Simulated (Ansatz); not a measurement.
**Hf: stress in a strained cell**

Aim: deform Hf (equal xx and yy strain of -1 %) and compute stress, forces and field gradients with LAPW, PAW and all-electron datasets made for the crystal.

Method: DFT PBE, scalar-relativistic, in Ansatz 0.2.0.

## Step 1: The system as given

The structure is cubic, space group Im-3m (No. 229). Conventional cell: a = 3.610 Å, b = 3.610 Å, c = 3.610 Å, α = 90.00°, β = 90.00°, γ = 90.00°. Around Hf (site symmetry m-3m) lie 8 Hf at 3.13 Å.

Coordinates:

```cif
data_structure
_symmetry_space_group_name_H-M 'P 1'
_symmetry_Int_Tables_number 1
_cell_length_a 3.1264
_cell_length_b 3.1264
_cell_length_c 3.1264
_cell_angle_alpha 109.471
_cell_angle_beta 109.471
_cell_angle_gamma 109.471
_cell_volume 23.52
loop_
_atom_site_label
_atom_site_type_symbol
_atom_site_fract_x
_atom_site_fract_y
_atom_site_fract_z
_atom_site_occupancy
Hf1 Hf 0.00000 0.00000 0.00000 1
```

## Step 2: The deformed structure

Space group Im-3m before, I4/mmm after.

## Step 3: LAPW, all electrons

File input.yaml:

```yaml
crystal:
  lattice:
    - [-1.78695, 1.78695, 1.805]
    - [1.78695, -1.78695, 1.805]
    - [1.78695, 1.78695, -1.805]
  atoms:
    - { symbol: Hf, position: [0.0, 0.0, 0.0] }
kpoints:
  mp_grid: { grid: [14, 14, 14] }
  band_path:
    path:
      - [0.0, 0.0, 0.0]
      - [0.0, 0.0, 0.5]
      - [0.25, 0.25, 0.25]
      - [0.0, 0.5, 0.0]
      - [0.0, 0.0, 0.0]
      - [0.5, 0.5, -0.5]
      - [0.495025, 0.504975, -0.495025]
      - [-0.495025, 0.495025, 0.495025]
      - [0.0, 0.0, 0.0]
    npoints: 5
scf:
  occupations: { method: fermi_dirac, width: 0.05 }
hamiltonian:
  xc: pbe
  pseudopotentials: { kind: all_electron, lapw: { basis_error: 0.0005 } }
output:
  forces: true
  stress: true
  eigenvalues: true
```

Launch:

```bash
ansatz run input.yaml --threads 1 --pin off --max-ram 3072MiB --backend cpu --events-out ev --progress --plain --runs-dir out
```

## Step 4: PAW on the default files

File input.yaml:

```yaml
crystal:
  lattice:
    - [-1.78695, 1.78695, 1.805]
    - [1.78695, -1.78695, 1.805]
    - [1.78695, 1.78695, -1.805]
  atoms:
    - { symbol: Hf, position: [0.0, 0.0, 0.0] }
kpoints:
  mp_grid: { grid: [14, 14, 14] }
scf:
  occupations: { method: fermi_dirac, width: 0.05 }
hamiltonian:
  xc: pbe
  pseudopotentials: { kind: paw }
output:
  forces: true
  stress: true
  eigenvalues: true
  efg: { contact_densities: true }
  write_density: true
  write_potential: true
  elf: true
  volumetric_format: npy
```

## Step 5: Datasets made for this crystal

input.yaml: that of step 4 with these lines changed.

```diff
@@ -13,3 +13,3 @@
   xc: pbe
-  pseudopotentials: { kind: paw }
+  pseudopotentials: { kind: all_electron, datasets: crystal }
 output:
@@ -19,5 +19 @@
   efg: { contact_densities: true }
-  write_density: true
-  write_potential: true
-  elf: true
-  volumetric_format: npy
```

(Steps that only read results are left out.)

Before running it: what results should come out? Wanted: pressure; largest shear or deviatoric stress.

As calculated:

```
                                 quantity                                              value
                                 pressure  LAPW -3.16, PAW -3.17, crystal datasets -3.16 GPa
largest shear or deviatoric stress (LAPW)                                           0.41 GPa
```

**Reading.** The largest part of the stress beyond the pressure is 0.41 GPa in size, in the zz component. No run of the undeformed cell stands beside it, so the pressure holds what the given cell had before the change. PAW: stress within 0.02 GPa of LAPW. Crystal datasets: stress within 0.01 GPa of LAPW. Spin-orbit coupling is left out, though the cell holds Hf; in elements this heavy it can shift bands and gaps by tenths of an eV.
